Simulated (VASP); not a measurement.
# Mg, relaxation of the atoms: which settings are enough?

Mg, P1 (no. 1), 6 atoms in the cell. RPBE, relaxation of the atoms; PAW potentials Mg (PBE set). VASP 6.6.1.

Wanted: energy within 1 meV/atom; two shortest distances of each atom within 0.01 Å.

POSCAR:
```
Mg
1.0
    3.5455289900      0.0000000000      0.0000000000
    0.0000000000      3.5455289900      0.0000000000
    0.0000000000      0.0000000000     10.6365869800
Mg
6
Direct
    0.0111110000      0.0088470000      0.0011610000
   -0.0211070000      0.0104830000      0.3352490000
   -0.0061350000      0.0041470000      0.6680500000
    0.5101050000      0.4933470000      0.1692360000
    0.4899670000      0.4896080000      0.4958680000
    0.5160590000      0.4935680000      0.8304370000
```

The series start from Force threshold EDIFFG (eV/Å): -0.02; Electronic threshold EDIFF (eV): 1e-6; Relaxation method: conjugate gradient, POTIM 0.5; Mixing and least electronic steps: default. Each series keeps the choices made before it, and each single choice may use up half of a tolerance.

## Force threshold EDIFFG (eV/Å)

| Force threshold EDIFFG (eV/Å) | Energy less reference (meV/atom) | Two shortest distances of each atom, largest deviation (Å) | SCF iterations | Time (s) |
|---|---|---|---|---|
| -0.1 | 0.8 | 0.033 | 22 | 7.1 |
| -0.05 | 0.2 | 0.013 | 32 | 9.9 |
| -0.03 | 0.0 | 0.003 | 45 | 14 |
| -0.02 | 0.0 | 0.003 | 45 | 15 |
| -0.01 | 0.0 | 0.001 | 48 | 18 |
| -0.005 | 0.0 | 0.001 | 48 | 19 |
| -0.002 (reference) | 0.0 | 0.000 | 52 | 19 |

Chosen: -0.03, the loosest value from which every tighter one stays within half of the tolerance.

## Electronic threshold EDIFF (eV)

| Electronic threshold EDIFF (eV) | Energy less reference (meV/atom) | Two shortest distances of each atom, largest deviation (Å) | SCF iterations | Time (s) |
|---|---|---|---|---|
| 0.001 | 0.0 | 0.001 | 27 | 13 |
| 0.0001 | 0.0 | 0.001 | 27 | 13 |
| 1e-5 | 0.0 | 0.000 | 40 | 14 |
| 1e-6 | 0.0 | 0.000 | 45 | 14 |
| 1e-7 (reference) | 0.0 | 0.000 | 55 | 18 |

Chosen: 0.001.

## Relaxation method

| Relaxation method | Energy less reference (meV/atom) | Two shortest distances of each atom, largest deviation (Å) | SCF iterations | Time (s) |
|---|---|---|---|---|
| conjugate gradient, POTIM 0.5 | 0.0 | 0.000 | 27 | 13 |
| conjugate gradient, POTIM 0.2 | 0.0 | 0.001 | 25 | 11 |
| conjugate gradient, POTIM 1.0 | 0.0 | 0.002 | 23 | 10 |
| quasi-Newton, POTIM 0.5 | 0.1 | 0.008 | 19 | 8.1 |
| quasi-Newton, POTIM 0.3, 10 steps kept | 0.0 | 0.003 | 19 | 8.0 |
| quasi-Newton, POTIM 0.5, at least 5 electronic steps | 0.1 | 0.009 | 34 | 10 |
| damped dynamics, POTIM 0.2, SMASS 0.4 | 0.0 | 0.004 | 31 | 13 |
| damped dynamics, POTIM 0.4, SMASS 0.8 | 0.1 | 0.009 | 25 | 9.8 |
| velocity quench, POTIM 0.1 | 0.1 | 0.006 | 21 | 7.5 |

Chosen: quasi-Newton, POTIM 0.3, 10 steps kept, the fastest of those that stay within half of the tolerance.

## Mixing and least electronic steps

| Mixing and least electronic steps | Energy less reference (meV/atom) | Two shortest distances of each atom, largest deviation (Å) | SCF iterations | Time (s) |
|---|---|---|---|---|
| default | 0.0 | 0.000 | 19 | 8.0 |
| MAXMIX 40 | 0.0 | 0.001 | 19 | 6.7 |
| NELMIN 4 | 0.0 | 0.001 | 25 | 7.0 |
| NELMIN 4, MAXMIX 40 | 0.0 | 0.002 | 25 | 7.6 |
| ALGO Fast | 0.0 | 0.001 | 19 | 7.8 |

Chosen: default; no other choice that stays within half of the tolerance saves 30 % of the time.

## All choices together

| Input | Energy less reference (meV/atom) | Two shortest distances of each atom, largest deviation (Å) | Time (s) |
|---|---|---|---|
| program defaults (naive) | 0.1 | 0.010 | 9.2 |
| chosen settings | 0.1 | 0.006 | 8.0 |
| reference settings throughout | 0.0 | 0.000 | 19 |

The tolerance is met.

## The input

INCAR:
```
SYSTEM = Mg
PREC     = Normal         ! precision mode
ENCUT    = 250            ! plane-wave cutoff, eV
EDIFF    = 0.001          ! SCF threshold, eV
ISMEAR   = 1              ! smearing method
SIGMA    = 0.1            ! smearing width, eV
LREAL    = .False.        ! projectors in reciprocal space
LASPH    = .True.         ! aspherical terms in the spheres
NELM     = 100            ! most SCF steps
ALGO     = Normal         ! electronic algorithm
LWAVE    = .False.        ! write WAVECAR
LCHARG   = .False.        ! write CHGCAR
GGA      = RP             ! functional
IBRION   = 1              ! ionic algorithm
NSW      = 150            ! ionic steps
ISIF     = 2              ! what is computed and relaxed
EDIFFG   = -0.03          ! ionic threshold
POTIM    = 0.3            ! step
KPAR     = 4            
NFREE    = 10            
```

KPOINTS:
```
k-points
0
Gamma
  6 6 2
```

Commands:
```
cat potpaw_PBE.64/Mg/POTCAR > POTCAR
mpirun -np 4 vasp_std > vasp.out
```

Limits: the start was distorted on purpose (atoms moved at random), so the space group given is the start's and not the crystal's.

The chosen input took VASP 6.6.1 8.0 s on 4 cores (Intel Xeon 6975P-C (Granite Rapids)), a shared host.

## An input that fails: ionic step far too long

VASP's message: internal error in: us.F  at line: 1398 internal ERROR SETYLM_AUG: -23 -17 21 21 -24 1 -18 If you are not a developer, you should not encounter this problem. Please submit a bug report.

Changes against the starting input:
```
- NELM = 100
- IBRION = 2
- NSW = 150
- POTIM = 0.5
+ NELM = 60
+ IBRION = 3
+ NSW = 30
+ POTIM = 5.0
+ SMASS = 0.4
```
